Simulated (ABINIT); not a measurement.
# Rh (Fm-3m) in ABINIT: notebook

Runs on Rh. Level: r2SCAN. Tasks: equation of state.

All numbers are computed with ABINIT 10.8.3 (patched build); they aren't measurements. Logs are shortened: lines on timing, memory, paths and dates and some standing lists are left out, and cuts for length are marked. The log counts tension as positive stress, the text compression.

**The experiment to reproduce.**

From “Thermal equation of state of rhodium characterized by XRD in a resistively heated diamond anvil cell”, 2024, pmc:11535440, for a bulk crystal of Rh: bulk modulus 264 ± 1 GPa.

The runs below are set against these values where they give the same quantity.

**1. Starting point**

The structure is cubic, space group Fm-3m (No. 225). Conventional cell: a = 3.796 Å, b = 3.796 Å, c = 3.796 Å, α = 90.00°, β = 90.00°, γ = 90.00°. Rh (site symmetry m-3m) has 12 Rh at 2.68 Å as nearest neighbours.

**2. Equation of state, r2SCAN**

Contents of run.abi:

```
# Datasets: one volume each
ndtset 7
scalecart1 3*0.9795861087
scalecart2 3*0.9864848297
scalecart3 3*0.9932883884
scalecart4 3*1.0000000000
scalecart5 3*1.0066227096
scalecart6 3*1.0131594038
scalecart7 3*1.0196128224

# Pseudopotentials
pp_dirpath "./"
pseudos "Rh.GGA_PBE-ansatz.xml"

# Structure
acell 2.6839652093 2.6839652093 2.6839652093 Angstrom
rprim
     0.0000000000     0.7071067812     0.7071067812
     0.7071067812     0.0000000000     0.7071067812
     0.7071067812     0.7071067812     0.0000000000
ntypat 1
znucl 45
natom 1
typat 1
xred
     0.0000000000     0.0000000000     0.0000000000

# Plane-wave basis
ecut 18.0
pawecutdg 36.0
pawovlp 30

# k points
kptopt 1
ngkpt 8 8 8
nshiftk 1
shiftk 0.0 0.0 0.0

# Exchange and correlation
ixc -497498
usekden 1
pawxcdev 0

# Bands and occupations
nband 13
occopt 3
tsmear 0.05 eV

# SCF cycle
nstep 100
tolvrs 1.0e-7

# Output
iomode 3
prtwf 0
prtden 0
prteig 0
prtebands 0
enunit 2
```

Potentials or basis: Ansatz PAW PBE default generated set, frozen core.

On the command line:

```console
mpirun --bind-to none -np 4 abinit run.abi > log 2>&1
```

run.abo:

```text
[... set-up lines left out ...]
 ETOT  1  -95.481171787621    -9.548E+01 2.115E+00 9.689E+00
 ETOT  2  -95.548028547994    -6.686E-02 2.949E-02 2.772E+00
 ETOT  3  -95.546026257709     2.002E-03 2.494E-03 2.919E-01
 ETOT  4  -95.546166347306    -1.401E-04 9.786E-04 1.590E-02
 ETOT  5  -95.546171698333    -5.351E-06 8.377E-04 2.291E-04
 ETOT  6  -95.546171972557    -2.742E-07 1.716E-04 1.581E-05
 ETOT  7  -95.546171957738     1.482E-08 1.494E-04 4.465E-07
 ETOT  8  -95.546171959522    -1.784E-09 7.472E-05 3.041E-08

 At SCF step    8       nres2   =  3.04E-08 < tolvrs=  1.00E-07 =>converged.

Result for kinetic energy density :

--------------------------------------------------------------------------------
 Total kinetic energy density [Ha/Bohr^3]
)     Maximum=    2.2014E+00  at reduced coord.    0.0000    0.0000    0.0000
)     Minimum=    1.4328E-02  at reduced coord.    0.5000    0.5000    0.5000
   Integrated=    2.1170E+01
--------------------------------------------------------------------------------
[... 136 lines left out ...]
 Real(R)+Recip(G) space primitive vectors, cartesian coordinates (Bohr,Bohr^-1):
 R(1)=  0.0000000  3.5379457  3.5379457  G(1)= -0.1413250  0.1413250  0.1413250
 R(2)=  3.5379457  0.0000000  3.5379457  G(2)=  0.1413250 -0.1413250  0.1413250
 R(3)=  3.5379457  3.5379457  0.0000000  G(3)=  0.1413250  0.1413250 -0.1413250
 Unit cell volume ucvol=  8.8569355E+01 bohr^3
 Angles (23,13,12)=  6.00000000E+01  6.00000000E+01  6.00000000E+01 degrees

 Coarse grid specifications (used for wave-functions):

 getcut: wavevector=  0.0000  0.0000  0.0000  ngfft=  20  20  20
         ecut(hartree)=     18.000   => boxcut(ratio)=   2.09297

 Fine grid specifications (used for densities):

 getcut: wavevector=  0.0000  0.0000  0.0000  ngfft=  30  30  30
         ecut(hartree)=     36.000   => boxcut(ratio)=   2.22239

 getcut : COMMENT -
  Note that boxcut > 2.2 ; recall that boxcut=Gcut(box)/Gcut(sphere) = 2
  is sufficient for exact treatment of convolution.
  Such a large boxcut is a waste : you could raise ecut
  e.g. ecut=   44.451250 Hartrees makes boxcut=2

--------------------------------------------------------------------------------

================================================================================

--- !BeginCycle
iteration_state: {dtset: 2, }
solver: {iscf: 17, nstep: 100, nline: 4, wfoptalg: 10, }
tolerances: {tolvrs: 1.00E-07, }
...

     iter   Etot(hartree)      deltaE(h)  residm     nres2
 ETOT  1  -95.487086189492    -9.549E+01 2.088E+00 1.145E+01
 ETOT  2  -95.551502362613    -6.442E-02 2.584E-02 4.013E+00
 ETOT  3  -95.547231191055     4.271E-03 1.419E-03 3.672E-01
 ETOT  4  -95.547328585367    -9.739E-05 6.293E-04 1.020E-02
 ETOT  5  -95.547334168834    -5.583E-06 2.600E-04 3.050E-04
 ETOT  6  -95.547334560336    -3.915E-07 1.556E-04 2.519E-05
 ETOT  7  -95.547334523972     3.636E-08 4.551E-05 1.088E-06
 ETOT  8  -95.547334529776    -5.804E-09 1.495E-04 3.861E-08
[... 147 lines left out ...]
 Real(R)+Recip(G) space primitive vectors, cartesian coordinates (Bohr,Bohr^-1):
 R(1)=  0.0000000  3.5623461  3.5623461  G(1)= -0.1403569  0.1403569  0.1403569
 R(2)=  3.5623461  0.0000000  3.5623461  G(2)=  0.1403569 -0.1403569  0.1403569
 R(3)=  3.5623461  3.5623461  0.0000000  G(3)=  0.1403569  0.1403569 -0.1403569
 Unit cell volume ucvol=  9.0414550E+01 bohr^3
 Angles (23,13,12)=  6.00000000E+01  6.00000000E+01  6.00000000E+01 degrees

 Coarse grid specifications (used for wave-functions):

 getcut: wavevector=  0.0000  0.0000  0.0000  ngfft=  20  20  20
         ecut(hartree)=     18.000   => boxcut(ratio)=   2.07863

 Fine grid specifications (used for densities):

 getcut: wavevector=  0.0000  0.0000  0.0000  ngfft=  30  30  30
         ecut(hartree)=     36.000   => boxcut(ratio)=   2.20717

 getcut : COMMENT -
  Note that boxcut > 2.2 ; recall that boxcut=Gcut(box)/Gcut(sphere) = 2
  is sufficient for exact treatment of convolution.
  Such a large boxcut is a waste : you could raise ecut
  e.g. ecut=   43.844395 Hartrees makes boxcut=2

--------------------------------------------------------------------------------

================================================================================

--- !BeginCycle
iteration_state: {dtset: 3, }
solver: {iscf: 17, nstep: 100, nline: 4, wfoptalg: 10, }
tolerances: {tolvrs: 1.00E-07, }
...

     iter   Etot(hartree)      deltaE(h)  residm     nres2
 ETOT  1  -95.435290984961    -9.544E+01 2.357E+00 1.033E+01
 ETOT  2  -95.550828025232    -1.155E-01 5.811E-02 3.223E+00
 ETOT  3  -95.547877583146     2.950E-03 1.081E-02 2.790E-01
 ETOT  4  -95.548032112128    -1.545E-04 5.868E-04 6.689E-03
 ETOT  5  -95.548034042871    -1.931E-06 7.636E-04 2.662E-04
 ETOT  6  -95.548034452670    -4.098E-07 1.339E-04 2.007E-05
 ETOT  7  -95.548034459658    -6.989E-09 1.167E-04 7.060E-07
 ETOT  8  -95.548034463369    -3.711E-09 1.306E-04 3.998E-08
[... 845 lines left out ...]
--- !EnergyTermsWithPAWCore
iteration_state     : {dtset: 7, }
comment             : 'Components of total free energy, including PAW core contributions'
Total energy        : -4.67046892233183E+03
Total energy DC     : -4.67046890838218E+03
Total energy (eV)   : -1.27089933795422E+05
Total energy DC (eV): -1.27089933415833E+05
...

 Cartesian components of stress tensor (hartree/bohr^3)
  sigma(1 1)=  4.35233171E-04  sigma(3 2)=  0.00000000E+00
  sigma(2 2)=  4.35233171E-04  sigma(3 1)=  0.00000000E+00
  sigma(3 3)=  4.35233171E-04  sigma(2 1)=  0.00000000E+00

-Cartesian components of stress tensor (GPa)         [Pressure= -1.2805E+01 GPa]
- sigma(1 1)=  1.28050020E+01  sigma(3 2)=  0.00000000E+00
- sigma(2 2)=  1.28050020E+01  sigma(3 1)=  0.00000000E+00
- sigma(3 3)=  1.28050020E+01  sigma(2 1)=  0.00000000E+00

== END DATASET(S) ==============================================================
================================================================================

 -outvars: echo values of variables after computation  --------
            acell      5.0719591770E+00  5.0719591770E+00  5.0719591770E+00 Bohr
           etotal1    -9.5546171960E+01
           etotal2    -9.5547334530E+01
           etotal3    -9.5548034463E+01
           etotal4    -9.5548325188E+01
           etotal5    -9.5548254566E+01
           etotal6    -9.5547866891E+01
           etotal7    -9.5547196512E+01
            fcart1    -0.0000000000E+00 -0.0000000000E+00 -0.0000000000E+00
            fcart2    -0.0000000000E+00 -0.0000000000E+00 -0.0000000000E+00
            fcart3    -0.0000000000E+00 -0.0000000000E+00 -0.0000000000E+00
            fcart4    -0.0000000000E+00 -0.0000000000E+00 -0.0000000000E+00
            fcart5    -0.0000000000E+00 -0.0000000000E+00 -0.0000000000E+00
            fcart6    -0.0000000000E+00 -0.0000000000E+00 -0.0000000000E+00
            fcart7    -0.0000000000E+00 -0.0000000000E+00 -0.0000000000E+00
            rprim1     0.0000000000E+00  6.9267198023E-01  6.9267198023E-01
                       6.9267198023E-01  0.0000000000E+00  6.9267198023E-01
                       6.9267198023E-01  6.9267198023E-01  0.0000000000E+00
            rprim2     0.0000000000E+00  6.9755011263E-01  6.9755011263E-01
                       6.9755011263E-01  0.0000000000E+00  6.9755011263E-01
                       6.9755011263E-01  6.9755011263E-01  0.0000000000E+00
            rprim3     0.0000000000E+00  7.0236095512E-01  7.0236095512E-01
                       7.0236095512E-01  0.0000000000E+00  7.0236095512E-01
                       7.0236095512E-01  7.0236095512E-01  0.0000000000E+00
            rprim4     0.0000000000E+00  7.0710678120E-01  7.0710678120E-01
                       7.0710678120E-01  0.0000000000E+00  7.0710678120E-01
                       7.0710678120E-01  7.0710678120E-01  0.0000000000E+00
            rprim5     0.0000000000E+00  7.1178974407E-01  7.1178974407E-01
                       7.1178974407E-01  0.0000000000E+00  7.1178974407E-01
                       7.1178974407E-01  7.1178974407E-01  0.0000000000E+00
            rprim6     0.0000000000E+00  7.1641188486E-01  7.1641188486E-01
                       7.1641188486E-01  0.0000000000E+00  7.1641188486E-01
                       7.1641188486E-01  7.1641188486E-01  0.0000000000E+00
            rprim7     0.0000000000E+00  7.2097514092E-01  7.2097514092E-01
                       7.2097514092E-01  0.0000000000E+00  7.2097514092E-01
                       7.2097514092E-01  7.2097514092E-01  0.0000000000E+00
           strten1    -7.6347539425E-04 -7.6347539425E-04 -7.6347539425E-04
                       0.0000000000E+00  0.0000000000E+00  0.0000000000E+00
           strten2    -4.9718297715E-04 -4.9718297715E-04 -4.9718297715E-04
                       0.0000000000E+00  0.0000000000E+00  0.0000000000E+00
           strten3    -2.6170537462E-04 -2.6170537462E-04 -2.6170537462E-04
                       0.0000000000E+00  0.0000000000E+00  0.0000000000E+00
           strten4    -5.3841132487E-05 -5.3841132487E-05 -5.3841132487E-05
                       0.0000000000E+00  0.0000000000E+00  0.0000000000E+00
           strten5     1.2959155654E-04  1.2959155654E-04  1.2959155654E-04
                       0.0000000000E+00  0.0000000000E+00  0.0000000000E+00
           strten6     2.9236520065E-04  2.9236520065E-04  2.9236520065E-04
                       0.0000000000E+00  0.0000000000E+00  0.0000000000E+00
           strten7     4.3523317122E-04  4.3523317122E-04  4.3523317122E-04
                       0.0000000000E+00  0.0000000000E+00  0.0000000000E+00
 Calculation completed.
```

Wall time 2.4 min (4 MPI ranks of Arm Neoverse V2, shared host); peak memory 0.92 GiB.

Results:

```
Equilibrium volume                      : 13.75 Å³/atom
Bulk modulus                            : 279 GPa
Pressure derivative of the bulk modulus : 5.3
```

Energy against volume, from the lowest point:
```csv
volume (Å³/atom),energy (meV/atom)
12.851,58.59
13.125,26.96
13.398,7.91
13.671,0.00
13.945,1.92
14.218,12.47
14.492,30.71
```

Caveat: pressures at fixed basis lie under the slope of the energies; the PAW data sets were made with another functional, which shifts forces and pressure a little; the atomic spheres overlap.

**3. Equation of state, r2SCAN**

run.abi, as its differences from that of step 2:

```diff
@@ -12,3 +12,3 @@
 pp_dirpath "./"
-pseudos "Rh.GGA_PBE-ansatz.xml"
+pseudos "Rh.GGA_PBE-JTH.xml"
 
@@ -28,5 +28,4 @@
 # Plane-wave basis
-ecut 18.0
-pawecutdg 36.0
-pawovlp 30
+ecut 19.0
+pawecutdg 38.0
```

Potentials or basis: JTH PAW PBE v2.0.

On the command line:

```console
mpirun --bind-to none -np 4 abinit run.abi > log 2>&1
```

Wall time 65 s (4 MPI ranks of Arm Neoverse V2, shared host); peak memory 0.48 GiB.

Results (log left out):

```yaml
Equilibrium_volume: 13.81 Å³/atom
Bulk_modulus: 283 GPa
Pressure_derivative_of_the_bulk_modulus: 4.5
```

Energy against volume, from the lowest point:
```csv
volume (Å³/atom),energy (meV/atom)
12.851,65.91
13.125,31.84
13.398,10.35
13.671,0.09
13.945,0.00
14.218,9.04
14.492,26.05
```

Caveat: pressures at fixed basis lie under the slope of the energies; the PAW data sets were made with another functional, which shifts forces and pressure a little.

**4. Equation of state, r2SCAN**

run.abi, as its differences from that of step 3:

```diff
@@ -12,3 +12,3 @@
 pp_dirpath "./"
-pseudos "Rh.GGA_PBE-JTH.xml"
+pseudos "Rh.upf"
 
@@ -28,4 +28,3 @@
 # Plane-wave basis
-ecut 19.0
-pawecutdg 38.0
+ecut 53.0
 
@@ -40,3 +39,4 @@
 usekden 1
-pawxcdev 0
+nc_xccc_gspace 1
+boxcutmin 3.0
 
@@ -49,3 +49,3 @@
 nstep 100
-tolvrs 1.0e-7
+tolvrs 1.0e-9
```

Potentials or basis: Ansatz NC r2SCAN.

On the command line:

```console
mpirun --bind-to none -np 4 abinit run.abi > log 2>&1
```

It took 6.5 min on 4 MPI ranks of Arm Neoverse V2, shared host; peak memory 0.64 GiB.

It converged, with:

| Property | Result |
| --- | --- |
| Equilibrium volume | 13.77 Å³/atom |
| Bulk modulus | 279 GPa |
| Pressure derivative of the bulk modulus | 5.1 |

Energy against volume, from the lowest point:
```csv
volume (Å³/atom),energy (meV/atom)
12.851,60.19
13.125,28.04
13.398,8.45
13.671,0.00
13.945,1.41
14.218,11.56
14.492,29.42
```

Caveat: pressures at fixed basis lie under the slope of the energies.

**5. Equation of state, r2SCAN**

run.abi, as its differences from that of step 4:

```diff
@@ -12,3 +12,3 @@
 pp_dirpath "./"
-pseudos "Rh.upf"
+pseudos "Rh_ONCV_PBE-1.2.upf"
 
@@ -28,3 +28,3 @@
 # Plane-wave basis
-ecut 53.0
+ecut 42.0
 
@@ -39,4 +39,2 @@
 usekden 1
-nc_xccc_gspace 1
-boxcutmin 3.0
```

Potentials or basis: SG15 NC PBE v1.2.

On the command line:

```console
mpirun --bind-to none -np 4 abinit run.abi > log 2>&1
```

It took 77 s on 4 MPI ranks of Arm Neoverse V2, shared host; peak memory 0.36 GiB.

Results (log left out):

* Equilibrium volume: 13.67 Å³/atom (rough: see the caveat)
* Bulk modulus: 285 GPa (rough)

Energy against volume, from the lowest point:
```tsv
volume (Å³/atom)	energy (meV/atom)
12.851	48.99
13.125	20.74
13.398	4.88
13.671	0.00
13.945	4.83
14.218	18.25
14.492	39.25
```

Caveat: a meta-GGA on norm-conserving files made for a GGA shifts volumes by about 1 %; pressures at fixed basis lie under the slope of the energies; the potentials were made for another functional, which shifts forces and pressure; the fit is rough or its minimum lies at the end of the range.

(Part 1 of 2 ends here.)
